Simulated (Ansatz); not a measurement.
Write the native input for Ansatz 0.2.0 that does the following.

- Task: band structure
- Functional: PBEsol
- Potentials or basis: all-electron LAPW, scalar-relativistic
- Cutoff: 513 eV (chosen from the basis error)
- Basis error allowed: 0.002 eV/atom
- k mesh: 6 × 6 × 5
- Occupations: fermi-dirac, width 0.05 eV
- Spin: no spin polarisation

The system is SiO2.

```
Si O
1.0
     5.06052    0.00000    0.00000
    -2.53026    4.38254    0.00000
     0.00000    0.00000    5.54135
Si O
3 6
Cartesian
  2.5303 0.0000 0.0000
  1.2651 2.1913 3.6942
  -1.2651 2.1913 1.8471
  -0.9468 3.4683 0.9236
  0.0000 1.8284 2.7707
  1.5835 0.9142 4.6178
  3.4770 0.9142 0.9236
  2.5303 2.5541 2.7707
  0.9468 3.4683 4.6178
```

The cell comes from a database or a generator and needn't be the stable form of this composition.

The input as run:

input.yaml

```yaml
crystal:
  lattice:
    - [5.0605222284, 0.0, 0.0]
    - [-2.5302611142, 4.3825408062, 0.0]
    - [0.0, 0.0, 5.54135331]
  atoms:
    - { symbol: Si, position: [0.5, 0.0, 0.0] }
    - { symbol: Si, position: [0.5, 0.5, 0.6666666667] }
    - { symbol: Si, position: [0.0, 0.5, 0.3333333333] }
    - { symbol: O, position: [0.20860537, 0.79139463, 0.1666666667] }
    - { symbol: O, position: [0.20860537, 0.41721074, 0.5] }
    - { symbol: O, position: [0.41721074, 0.20860537, 0.8333333333] }
    - { symbol: O, position: [0.79139463, 0.20860537, 0.1666666667] }
    - { symbol: O, position: [0.79139463, 0.58278926, 0.5] }
    - { symbol: O, position: [0.58278926, 0.79139463, 0.8333333333] }
kpoints:
  mp_grid: { grid: [6, 6, 5] }
  band_path:
    path:
      - [0.0, 0.0, 0.0]
      - [0.5, 0.0, 0.0]
      - [0.3333333333, 0.3333333333, 0.0]
      - [0.0, 0.0, 0.0]
      - [0.0, 0.0, 0.5]
      - [0.5, 0.0, 0.5]
      - [0.3333333333, 0.3333333333, 0.5]
      - [0.0, 0.0, 0.5]
    npoints: 12
scf:
  occupations: { method: fermi_dirac, width: 0.05 }
hamiltonian:
  xc: pbesol
  pseudopotentials: { kind: all_electron, lapw: { basis_error: 0.002 } }
output:
  forces: true
  stress: true
  eigenvalues: true
```

Potentials or basis: all-electron LAPW, scalar-relativistic.

Launch:

```sh
$ ansatz run input.yaml --threads 8 --pin off --max-ram 24576MiB --backend cpu --events-out ev --progress --plain --runs-dir out
```

Results of the run:

```json
{
  "Pressure": "2.4 GPa",
  "Largest force": "0.160 eV/Å",
  "Band gap on the k mesh": "5.63 eV, indirect (least direct gap 5.83 eV)",
  "Band gap along the path": "5.63 eV, indirect (least direct gap 5.83 eV)"
}
```

It took 30 s on 8 threads of Intel(R) Xeon(R) Platinum 8375C CPU @ 2.90GHz (Ice Lake) (shared host), peak memory 1.2 GiB.
